## Question

A thin slab of gallium phosphide is cut so that planes of phosphorus and gallium alternate and both faces end in phosphorus. The atoms keep the bulk pattern within each plane, and no foreign atoms cover the faces. A density-functional calculation collects all electronic states in the last quarter of an electronvolt below the Fermi level and asks where they sit.

In the table, the plane share is the fraction of these states found on one atomic plane, the plane formula names its element, and the plane height is measured from the top atom. Rows run from the bottom face to the top.

Ansatz 0.2.0, scalar-relativistic PBE with plane waves and PAW, no spin polarization: clean 11-plane GaP(100) slab, lower five planes held at bulk positions, the others relaxed. Cutoff 420 eV, 13 × 13 × 1 k mesh, Gaussian smearing 0.05 eV. Shares cover states from −0.25 to 0 eV relative to the Fermi level, each counted as full; heights are from the top atom.

```tsv
row	plane share	plane formula	plane height (Å)
1	0.250	P	-13.790
2	0.100	Ga	-12.428
3	0.071	P	-11.065
4	0.041	Ga	-9.702
5	0.028	P	-8.340
6	0.021	Ga	-6.941
7	0.028	P	-5.550
8	0.035	Ga	-4.151
9	0.080	P	-2.778
10	0.096	Ga	-1.355
11	0.251	P	0.000
```

(a) Why do the two outer planes hold so much?
(b) Why does the share fall inward in uneven steps? Follow rows 11, 10 and 9.
(c) The two faces are cut alike. Why do the two halves of the table still differ a little?

## Model answer

**(a)** Consider two limits. If the states ran evenly through the slab, each plane would hold 1/11, or about 0.09. If they were orbitals of the surface atoms with no link to the interior, each outer plane would hold 0.5 and the others nothing. Row 11, with 0.251, lies between the two: taken together, these states favour the surface but reach inward.

Counting electrons explains why surface states lie at this energy. Inside the slab every atom has four bonds, but a phosphorus atom at the face has only two, both to gallium in the next plane. Its other two orbitals point to no partner and are called dangling. They gain no energy from bonding, so they are expected to lie above most of the bonding states and to be filled last.

They are also only partly filled. Leaving aside the deep gallium 3d shell, one cell of the slab has 45 valence electrons, and its 20 bonds take 40 of them. Five remain for four dangling orbitals, which have room for eight. Five is an odd number, and in a calculation without spin, such as this one, each full band takes two electrons per cell. At least one band must then stay partly filled, most likely one formed by these orbitals, and the result is indeed a metal. A window just below the Fermi level should therefore catch many dangling-bond states, though bonding states of the same energy may be mixed in.

**(b)** A dangling orbital overlaps with the bonds behind its atom, and through them the state leaks inward. It could run on undamped only if the bulk offered a matching state, with the same energy and the same wave pattern along the surface. Where there is none, the tail is expected to shrink from plane to plane. From either face the share falls at every step until the central plane, row 6, which holds 0.021.

If depth were all that mattered, and each step cut the share by the same factor, every plane would hold the geometric mean of its two neighbours. For the gallium plane of row 10 this gives √(0.251 × 0.080) ≈ 0.142. The calculation gives 0.096, about a third less. This gallium plane holds less than a steady decay would leave it. Part of the shortfall may arise because row 11 carries the dangling orbitals themselves, not just their tail.

The phosphorus plane of row 9 shows the opposite. Its neighbours predict √(0.096 × 0.035) ≈ 0.058, and it holds 0.080, nearly two fifths more. This contrast matters, because a decay that merely slowed with depth would put both planes below their estimates.

A likely cause is the polarity of the bond. Phosphorus attracts electrons more strongly than gallium, so the filled bonding states have their larger part on phosphorus. A surface state close to them in energy is expected to share this preference as it leaks inward. A step from phosphorus to gallium would then lose share for two reasons, depth and element. In the next step, from gallium to phosphorus, the element makes up for part of the loss, which would explain why row 9 lies only a little below row 10. The table cannot show that polarity acts alone: even between equal atoms, a state built on a dangling orbital can favour every second plane, counted from its own.

**(c)** In an ideal slab of this kind the two faces are equivalent: a quarter turn combined with a reflection carries one into the other. Here only the upper half was allowed to relax, while the lower half was held at bulk positions. The second phosphorus plane from the top holds 0.080, its partner near the bottom 0.071. For the next gallium planes the order is reversed, with 0.035 above and 0.041 below.

Relaxation is thus the natural source of the difference. It widened the gap between rows 9 and 10 to 1.42 Å, against 1.36 Å in the held half. How this shift moves share from gallium to phosphorus is not resolved by the table. If both halves were relaxed alike, symmetry would make the two halves of the table equal again.

## Remarks on the reasoning

**Depth comes before element.** A tempting short answer is that states near the top of the filled bands simply prefer phosphorus. That alone would give all six phosphorus planes similar shares. In fact the four inner ones average 0.052, slightly less than the gallium planes with 0.059, because two of the gallium planes lie next to a face. The distance from the surface sets the overall fall, while the contrast between the two kinds of plane shapes its steps.

**The estimate is a test of direction.** The geometric mean has no adjustable constant, and the printed output after this text applies it to every plane that has two neighbours. All five gallium planes fall below it, though row 6, the lowest of all, would do so whatever its element. Of the four phosphorus planes, rows 3 and 9 lie clearly above, row 7 agrees within the rounding of the shares, and row 5 falls about 5 % below. The preference for phosphorus is therefore plain near the faces and blurred in the middle, where the tails from both sides meet and the assumption of one steady decay fails.

**The electron count is an argument, not a measurement.** It predicts three empty places per cell in the dangling orbitals. The calculation finds 2.99 states between the Fermi level and 1.5 eV above it. The agreement may be chance, since the recorded range simply ends there. Its last half electronvolt adds 0.88 states, more than the 0.66 of the half electronvolt before, so nothing shows that the bands run out at this point. The highest levels of the run are also only loosely converged.

**The middle of the slab need not be like the bulk.** The three central planes together still hold 0.077 of the window. This may be the overlapping tails of the surface states, or bulk-like states that happen to fall in the same energy range. A thicker slab would help to separate them. The split between neighbouring planes also depends on how the space between them is shared out, which is not recorded.

**A real wafer has a different surface.** On phosphorus-rich faces, neighbouring surface atoms pair up into dimers and so use up dangling orbitals. The small cell used here forbids such pairing, and the calculation also left out spin, which could change how partly filled bands arrange themselves. The metallic surface and its shares therefore describe the ideal cut only.

Numerical output:

```
Steps from plane to plane:
  row  share  share over that of plane below  spacing to plane below in angstrom
    1   0.25                             n/a                                 n/a
    2    0.1                             0.4                               1.362
    3  0.071                            0.71                               1.363
    4  0.041                          0.5775                               1.363
    5  0.028                          0.6829                               1.362
    6  0.021                            0.75                               1.399
    7  0.028                           1.333                               1.391
    8  0.035                            1.25                               1.399
    9   0.08                           2.286                               1.373
   10  0.096                             1.2                               1.423
   11  0.251                           2.615                               1.355
Share of the two outer P planes together: 0.501
Share of the two lowest planes: 0.35
Share of the two highest planes: 0.347
Share of the three middle planes (rows 5 to 7): 0.077
Share of three planes if spread evenly over all eleven: 0.2727
Share of one plane if spread evenly over all eleven: 0.09091
Share of one P plane if spread evenly over P planes only: 0.1667
Mean share of the four inner P planes: 0.05175
Mean share of the five Ga planes: 0.0586
Ga row 2 over geometric mean of its neighbours: 0.7506
Ga row 4 over geometric mean of its neighbours: 0.9196
Ga row 6 over geometric mean of its neighbours: 0.75
Ga row 8 over geometric mean of its neighbours: 0.7395
Ga row 10 over geometric mean of its neighbours: 0.6775
P row 3 over geometric mean of its neighbours: 1.109
P row 5 over geometric mean of its neighbours: 0.9542
P row 7 over geometric mean of its neighbours: 1.033
P row 9 over geometric mean of its neighbours: 1.38
Upper less lower half, P rows 9 and 3: 0.009
Upper less lower half, Ga rows 8 and 4: -0.006
Valence electrons per cell without Ga 3d: 45
Electrons left for the four dangling orbitals after 20 bonds: 5
Empty places in the four dangling orbitals: 3
States per cell found from 0 to 1.5 eV above the Fermi level: 2.994
```
